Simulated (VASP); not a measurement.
A run of VASP 6.6.1 is set up as follows.

Contents of INCAR:

```
PREC     = Accurate       # precision mode
ENCUT    = 520            # plane-wave cutoff, eV
EDIFF    = 1E-6           # SCF threshold, eV
ISMEAR   = 0              # smearing method
SIGMA    = 0.05           # smearing width, eV
LREAL    = Auto         
LASPH    = True           # aspherical terms in the spheres
NELM     = 100            # most SCF steps
ALGO     = Fast           # electronic algorithm
ISIF     = 2              # what is computed and relaxed
LWAVE    = False          # write WAVECAR
LCHARG   = True           # write CHGCAR
LDIPOL   = True         
IDIPOL   = 3            
DIPOL    = 0.5 0.5 0.500
GGA      = PE             # functional
IVDW     = 12             # dispersion correction
LELF     = True           # ELF
LVHAR    = True         
LVACPOTAV= True         
NBANDS   = 66             # bands
```

Contents of KPOINTS:

```
regular mesh
0
Gamma
  6 6 1
```

File POSCAR:

```
Si
1.0
    7.6671877233      0.0000000000      0.0000000000
   -3.8335938617      6.6399793440      0.0000000000
    0.0000000000      0.0000000000     24.0427616316
Si
24
Direct
    0.6666666667      0.3333333333      0.3535367580
    0.6666666667      0.8333333333      0.3535367580
    0.1666666667      0.3333333333      0.3535367580
    0.1666666667      0.8333333333      0.3535367580
    0.5000000000      0.5000000000      0.3860841451
    0.5000000000      0.0000000000      0.3860841451
    0.0000000000      0.5000000000      0.3860841451
    0.0000000000      0.0000000000      0.3860841451
    0.0000000000      0.5000000000      0.4837263064
    0.0000000000      0.0000000000      0.4837263064
    0.5000000000      0.5000000000      0.4837263064
    0.5000000000      0.0000000000      0.4837263064
    0.8333333333      0.6666666667      0.5153215709
    0.8333333333      0.1666666667      0.5153215709
    0.3333333333      0.6666666667      0.5153215709
    0.3333333333      0.1666666667      0.5153215709
    0.3333333333      0.6666666667      0.6152882590
    0.3333333333      0.1666666667      0.6152882590
    0.8333333333      0.6666666667      0.6152882590
    0.8333333333      0.1666666667      0.6152882590
    0.1666666667      0.8333333333      0.6436464768
    0.1666666667      0.3333333333      0.6436464768
    0.6666666667      0.8333333333      0.6436464768
    0.6666666667      0.3333333333      0.6436464768
```

Potentials or basis: VASP PAW PBE potentials, release 64 (Si).

Run with:

```sh
$ cat potpaw_PBE.64/Si/POTCAR > POTCAR
$ mpirun -np 1 vasp_std > vasp.out
```

Task: What does it give for the band gap on the k mesh?

Result: None (metal or under the smearing width).

Task: Estimate the largest force.

Result: 0.756 eV/Å.

Task: Estimate the dispersion energy per atom.

Result: -0.274 eV.

Forces in eV/Å, atoms in the order of the input:
```
Si   0.000  0.000  0.454
Si   0.000  0.000  0.454
Si   0.000  0.000  0.454
Si   0.000  0.000  0.454
Si   0.000  0.000 -0.756
Si   0.000  0.000 -0.756
Si   0.000  0.000 -0.756
Si   0.000  0.000 -0.756
Si   0.000  0.000  0.324
Si   0.000  0.000  0.324
Si   0.000  0.000  0.324
Si   0.000  0.000  0.324
Si   0.000  0.000  0.004
Si   0.000  0.000  0.004
Si   0.000  0.000  0.004
Si   0.000  0.000  0.004
Si   0.000  0.000 -0.001
Si   0.000  0.000 -0.001
Si   0.000  0.000 -0.001
Si   0.000  0.000 -0.001
Si   0.000  0.000 -0.024
Si   0.000  0.000 -0.024
Si   0.000  0.000 -0.024
Si   0.000  0.000 -0.024
```
